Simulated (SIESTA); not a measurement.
# BN under changes of volume

One of the cells (8.249 Å³/atom); the others are scaled copies at fixed shape and fractional positions:

```
CELL_PARAMETERS angstrom
2.50804 0.00000 0.00000
-1.24671 2.17623 0.00000
-0.63067 -1.08812 3.02254
ATOMIC_POSITIONS crystal
N 0.66851 0.33238 0.98500
B 0.97964 0.98350 0.00181
```

The cell comes from a database or a generator and needn't be the stable form of this composition.

```yaml
Program: SIESTA 5.4.2
Functional: PBEsol
Potentials_or_basis: PseudoDojo 0.4 standard (PBEsol files)
Basis: DZP (energy shift 0.003 Ry)
Grid_cutoff: 800 Ry
Energy_shift: 0.003 Ry
k_mesh: 13 × 13 × 9
Occupations: fermi-dirac, width 0.05 eV
Spin: no spin polarisation
```

| volume (Å³/atom) | energy over the lowest point (meV/atom) | pressure (GPa) | gap on the mesh (eV) | largest force (eV/Å) |
| --- | --- | --- | --- | --- |
| 7.754 | ? | ? | ? | ? |
| 7.919 | 29.37 | 19.0 | 2.68 | 3.293 |
| 8.084 | 13.26 | 12.4 | 2.69 | 3.148 |
| 8.249 | 3.65 | 6.4 | 2.70 | 3.013 |
| 8.414 | 0.00 | 0.8 | 2.71 | 2.884 |
| 8.579 | 1.76 | -4.2 | 2.72 | 2.761 |
| 8.744 | 8.43 | -8.7 | 2.72 | 2.642 |

**Question.** What does the run at 7.754 Å³/atom give?

**Answer.** Energy over the lowest point 52.55 meV/atom; pressure 26.2 GPa; gap on the mesh 2.67 eV; largest force 3.448 eV/Å.

Worked out: A Birch-Murnaghan fit of order 3 (a polynomial in V^(-2/3)) to the other rows has its minimum at 8.44 Å³/atom with B0 = V·E''(V) = 264 GPa and B' = 3.8 at fixed shape and positions, which overstates the stiffness. It gives 52.67 meV/atom at 7.754 Å³/atom, against the run's 52.55, and -dE/dV = 26.3 GPa, against 26.2. A straight line through the other rows of the gap, of slope 0.433 eV per unit of ln V, extrapolates to 2.67 eV, against the run's 2.67.

Energies are extrapolated to zero smearing.

Caveats: an odd mesh through Γ misses points on the zone boundary, where band edges often lie; the basis of atomic orbitals isn't converged, which shifts pressures, moduli and gaps; forces of over 1 eV/Å show positions far from the minimum, so gaps and moduli don't describe the material at rest.
